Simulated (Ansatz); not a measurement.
Crystal: TiC.

```
CELL_PARAMETERS angstrom
3.04209 0.00000 0.00000
-1.52104 2.63452 0.00000
0.00000 0.00000 2.69797
ATOMIC_POSITIONS crystal
Ti 0.00000 0.00000 0.50000
C 0.33333 0.66667 0.00000
```

The cell was built by a generator and needn't be a form met in nature.

* Program: Ansatz 0.2.0
* Task: relaxation of cell and atoms
* Functional: PBEsol
* Potentials or basis: Ansatz PAW
* Cutoff: 420 eV (not typed: the program's choice for these potentials)
* k mesh: 10 × 10 × 10
* Occupations: fermi-dirac, width 0.05 eV
* Spin: no spin polarisation
* Hubbard terms: Ti d U = 6 eV

At the start: volume 10.81 Å³/atom.

**Question.** Where does the relaxation end?

**Answer.** It ends after 5 steps and the volume is 10.96 Å³/atom (+1.4 %); space group P-6m2 (No. 187, to 0.05 Å).

The path:
| step | energy change (eV) | largest force (eV/Å) | volume (Å³) |
| --- | --- | --- | --- |
| 1 | 0.0000 | 0.0000 | 21.62 |
| 2 | -0.0036 | 0.0000 | 21.84 |
| 3 | -0.0039 | 0.0000 | 21.95 |
| 4 | -0.0040 | 0.0000 | 21.92 |
| 5 | -0.0045 | 0.0000 | 21.92 |

Final structure:
```
CELL_PARAMETERS angstrom
3.04672 0.00000 0.00000
-1.52336 2.63854 0.00000
0.00000 0.00000 2.72663
ATOMIC_POSITIONS crystal
Ti 0.00000 0.00000 0.50000
C 0.33333 0.66667 0.00000
```

Caveat: the plane-wave basis is chosen anew once the cell has moved, so the energies of steps on either side of that aren't comparable; U without spin polarisation on a metal has little footing; the PAW data sets come from PBE, with cores solved anew for the run's functional, which leaves a small shift of forces and pressure; the U is typed as a test and isn't derived for this compound.
